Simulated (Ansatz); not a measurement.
Wanted: the native input for an Ansatz 0.2.0 run.

| Quantity | Value |
| --- | --- |
| Task | single point |
| Functional | PBE |
| Potentials or basis | Ansatz PAW |
| Cutoff | 420 eV (not typed: the program's choice for these potentials) |
| k mesh | 13 × 13 × 13 |
| Occupations | fermi-dirac, width 0.05 eV |
| Spin | collinear spin, ferromagnetic start |
| Starting moments | [2.0] μB |

The system is Co.

```
Co
1.0
     0.00328    1.75657    1.80393
     1.76704    0.03018    1.77704
     1.76833    1.73097    0.02888
Co
1
Direct
  0.98808 0.01716 0.99671
```

The cell isn't the ideal one: cell strained at random at fixed volume.

One way to write it, as run:

input.yaml

```yaml
crystal:
  lattice:
    - [0.003281, 1.756574, 1.803932]
    - [1.767041, 0.030176, 1.777037]
    - [1.768335, 1.730973, 0.028883]
  atoms:
    - { symbol: Co, position: [-0.011915, 0.01716, -0.003286], spin: 2.0 }
hamiltonian:
  xc: pbe
  pseudopotentials: { kind: paw }
magnetization:
  spin_polarized: true
kpoints:
  mp_grid: { grid: [13, 13, 13] }
scf:
  occupations: { method: fermi_dirac, width: 0.05 }
output:
  forces: true
  stress: true
  eigenvalues: true
  write_density: true
  write_potential: true
  elf: true
  volumetric_format: npy
```

Potentials or basis: Ansatz PAW.

Run with:

```console
$ ansatz run input.yaml --threads 1 --pin off --max-ram 2560MiB --backend cpu --events-out ev --progress --plain --runs-dir out
```

It gave:

The pressure is 1.3 GPa, the band gap on the k mesh is none (metal or under the smearing width) and the net moment is 1.64 μB per cell. The absolute moment is 1.78 μB per cell. The site moments are Co +1.70 μB.

It took 30 s on 1 thread of Intel(R) Xeon(R) Platinum 8488C (Sapphire Rapids), with other jobs on the host, peak memory 0.6 GiB.
